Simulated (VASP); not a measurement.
Crystal: Zr.

```xyz
2
Lattice="3.2320 0.0000 0.0000 -1.6160 2.7990 0.0000 0.0000 0.0000 5.1470" Properties=species:S:1:pos:R:3 pbc="T T T"
Zr   -0.0078    1.8869    1.3068
Zr    1.6238    0.9121    3.8402
```

The cell isn't the ideal one: pressure_gpa = 0; atom 2 moved 0.06 Å.

| Quantity | Value |
| --- | --- |
| Program | VASP 6.6.1 |
| Task | relaxation of cell and atoms |
| Functional | PBEsol |
| Potentials or basis | VASP PAW PBE potentials, release 64 (Zr_sv) |
| Cutoff | 600 eV |
| k mesh | 9 × 9 × 5 |
| Occupations | fermi-dirac, width 0.05 eV |
| Spin | no spin polarisation |

At the start: pressure -3.2 GPa; volume 23.28 Å³/atom.

Question: Where does the relaxation end?

Answer: Over 7 steps the energy falls by 10.4 meV/atom and the volume is 22.49 Å³/atom (-3.4 %); space group Cmcm (No. 63, to 0.05 Å).

The path:
```tsv
step	energy change (eV)	largest force (eV/Å)	pressure (GPa)	volume (Å³)
1	0.0000	0.1518	-3.16	46.56
2	-0.0035	0.1489	3.47	43.53
3	-0.0176	0.1535	0.17	44.94
4	-0.0199	0.0866	0.08	44.95
5	-0.0205	0.0336	0.02	44.95
6	-0.0205	0.0308	0.02	44.95
7	-0.0207	0.0188	0.00	44.97
```

Final structure:
```cif
data_structure
_symmetry_space_group_name_H-M 'P 1'
_symmetry_Int_Tables_number 1
_cell_length_a 3.1737
_cell_length_b 3.1831
_cell_length_c 5.1300
_cell_angle_alpha 90.002
_cell_angle_beta 90.000
_cell_angle_gamma 119.804
_cell_volume 44.97
loop_
_atom_site_label
_atom_site_type_symbol
_atom_site_fract_x
_atom_site_fract_y
_atom_site_fract_z
_atom_site_occupancy
Zr1 Zr 0.33450 0.67287 0.25022 1
Zr2 Zr 0.66550 0.32713 0.74978 1
```

Caveat: the PAW data sets were made with another functional, which shifts forces and pressure a little.
